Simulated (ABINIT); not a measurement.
A run of ABINIT 10.8.3 (patched build) is set up as follows.

run.abi

```
# Pseudopotentials
pp_dirpath "./"
pseudos "Sn.upf, Se.upf"

# Structure
acell 8.044153707 8.044153707 8.044153707
rprim
     0.0000000000     0.7071067812     0.7071067812
     0.7071067812     0.0000000000     0.7071067812
     0.7071067812     0.7071067812     0.0000000000
ntypat 2
znucl 50 34
natom 2
typat 1 2
xred
     0.0000000000     0.0000000000     0.0000000000
     0.5000000000     0.5000000000     0.5000000000

# Plane-wave basis
ecut 40.0

# k points
kptopt 1
ngkpt 6 6 6
nshiftk 1
shiftk 0.0 0.0 0.0

# Exchange and correlation
ixc 7

# Bands and occupations
nband 19
occopt 3
tsmear 0.00183747

# SCF cycle
nstep 100
tolvrs 1.0e-10

# Output
iomode 3
prtwf 0
prteig 0
prtebands 0
prtden 1
prtvha 1
prtvclmb 1
prtpot 1
prtelf 1
```

Potentials or basis: PseudoDojo NC SR LDA v0.4.1 standard.

Command:

```console
$ mpirun --bind-to none -np 4 abinit run.abi > log 2>&1
```

Question: Predict the pressure.

Answer: -3.8 GPa.

Question: What does it give for the band gap on the k mesh?

Answer: 0.60 eV, direct.

Caveat: spin-orbit coupling is left out, which moves the levels of the heavy elements. A k mesh can miss the band edges.
